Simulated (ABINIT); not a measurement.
**Hf: optical spectrum with LDA**

The system is Hf.

```
Hf
1.0
    -1.80500    1.80500    1.80500
     1.80500   -1.80500    1.80500
     1.80500    1.80500   -1.80500
Hf
1
Direct
  0.00000 0.00000 0.00000
```

This isn't the form of Hf at room conditions, which is hcp.

- Program: ABINIT 10.8.3 (patched build)
- Task: optical spectrum
- Functional: LDA
- Potentials or basis: PseudoDojo NC SR LDA v0.4.1 standard
- Cutoff: 707 eV
- k mesh: 12 × 12 × 12, with 2 shifts
- Occupations: gaussian, width 0.136 eV
- Spin: no spin polarisation
- Bands in the sums: 18
- Broadening (eV): 0.1
- Scissor shift (eV): 0
- Tensor components: [11]

* Pressure: -13.7 GPa

Dielectric function (mean over the directions given):
```
energy (eV)  real part  imaginary part
       0.33      11.51          103.49
       0.98      -6.63           12.18
       1.63       5.59            7.25
       2.29      11.20            7.75
       2.94       8.07            9.36
       3.70       3.42           13.02
       4.35       1.96           10.69
       5.01      -3.16           12.48
       5.66      -3.24            5.19
       6.31      -0.29            5.61
       7.08      -0.62            5.48
       7.73      -1.24            3.87
       8.38      -1.51            3.28
       9.03      -1.40            2.77
       9.69      -1.37            2.44
      10.45      -1.11            1.68
      11.10      -0.72            1.82
      11.76      -0.72            1.91
      12.41      -1.21            1.43
      13.06      -0.97            0.90
      13.82      -0.67            0.62
      14.48      -0.52            0.29
      15.13      -0.16            0.25
      15.78       0.09            0.18
      16.44       0.20            0.21
      17.20       0.32            0.18
      17.85       0.45            0.20
      18.50       0.51            0.19
      19.16       0.61            0.15
      19.92       0.70            0.17
```

Wall time 5.8 min on 1 thread of Intel(R) Xeon(R) Processor @ 2.50GHz (Skylake/Cascade Lake), with other jobs on the host, peak memory 1.5 GiB.

Caveat: the intraband (Drude) term is left out; spectra need much finer meshes, so this one isn't converged; independent-particle spectra lack excitons. Spin-orbit coupling is left out, which matters for the levels of Hf.
